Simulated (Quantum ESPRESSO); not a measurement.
## CsH under changes of volume

One of the cells (32.401 Å³/atom); the others are scaled copies at fixed shape and fractional positions:

```
Cs H
1.0
     0.00000    3.18800    3.18800
     3.18800    0.00000    3.18800
     3.18800    3.18800    0.00000
Cs H
1 1
Direct
  0.00000 0.00000 0.00000
  0.50000 0.50000 0.50000
```

| Property | Result |
| --- | --- |
| Program | Quantum ESPRESSO 7.5 |
| Functional | LDA |
| Potentials or basis | GBRV 1.5 LDA |
| Cutoff | 612 eV |
| Density cutoff | 4898 eV |
| k mesh | 7 × 7 × 7 |
| Occupations | fermi-dirac, width 0.05 eV |
| Spin | no spin polarisation |

```tsv
volume (Å³/atom)	energy over the lowest point (meV/atom)	pressure (GPa)	gap on the mesh (eV)
30.457	0.00	-0.8	2.17
31.105	?	?	?
31.753	7.91	-1.2	2.22
32.401	12.85	-1.3	2.24
33.049	18.31	-1.4	2.26
33.697	24.28	-1.5	2.27
34.345	30.70	-1.7	2.29
```

Q: What does the run at 31.105 Å³/atom give?

A: Energy over the lowest point 3.63 meV/atom; pressure -1.0 GPa; gap on the mesh 2.19 eV.

Worked out: A Birch-Murnaghan fit of order 3 (a polynomial in V^(-2/3)) to the other rows has no minimum within the range. It gives 3.61 meV/atom at 31.105 Å³/atom, against the run's 3.63, and -dE/dV = -1.0 GPa, against -1.0. A straight line through the other rows of the gap, of slope 0.979 eV per unit of ln V (its deformation potential), gives 2.20 eV, against the run's 2.19.

Energies are extrapolated to zero smearing.

Caveats: spin-orbit coupling is left out, which moves the levels of the heavy elements; an odd mesh through Γ misses points on the zone boundary, where band edges often lie.
